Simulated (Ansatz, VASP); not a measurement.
One calculation of CuI (Marshite), two programs

The input INCAR:

```
ALGO = Normal
EDIFF = 1E-6
ENCUT = 520
GGA = PE
ISIF = 2
ISMEAR = 0
LASPH = T
LCHARG = F
LREAL = F
LWAVE = F
NBANDS = 16
NELM = 100
PREC = Accurate
SIGMA = 0.02
```

KPOINTS

```
k-points
0
Gamma
  8 8 8
```

POSCAR

```
CuI
1.0
    0.0000000000      2.9122282553      2.9122282553
    2.9122282553      0.0000000000      2.9122282553
    2.9122282553      2.9122282553      0.0000000000
Cu I
1 1
Direct
    0.2500000000      0.2500000000      0.2500000000
    0.0000000000      0.0000000000      0.0000000000
```

Input for Ansatz:

```yaml
crystal:
  lattice:
    - [0.0, 2.9122282553, 2.9122282553]
    - [2.9122282553, 0.0, 2.9122282553]
    - [2.9122282553, 2.9122282553, 0.0]
  atoms:
    - { symbol: Cu, position: [0.25, 0.25, 0.25] }
    - { symbol: I, position: [0.0, 0.0, 0.0] }
basis:
  ecutwfc: 420
kpoints:
  mp_grid: { grid: [8, 8, 8] }
hamiltonian:
  xc: pbe
scf:
  occupations: { method: gaussian, width: 0.02 }
output:
  forces: true
  stress: true
  eigenvalues: true
```

Alike in both runs: task single point; functional PBE; k mesh 8 × 8 × 8; occupations gaussian, width 0.02 eV; no spin polarisation.

|  | VASP | Ansatz |
| --- | --- | --- |
| version | VASP 6.6.1 | Ansatz 0.2.0 |
| potentials or method | VASP PAW PBE potentials, release 64 (Cu, I) | scalar-relativistic, plane waves, PAW |
| plane-wave cutoff (eV) | 520 | 420 |
| valence electrons in the cell | 18 | 36 |

```csv
,VASP,Ansatz,Ansatz less VASP
gap on the k mesh at the Fermi level (eV),1.50,1.47,-0.027
least direct gap on the mesh (eV),1.50,1.47,-0.027
pressure (GPa),7.0,7.0,-0.04
```

The two sets of potentials don't hold the same shells in valence.

Caveats: spin-orbit coupling is left out, which moves the levels of the heavy elements. As with any semilocal functional, this PBE gap is likely too small.
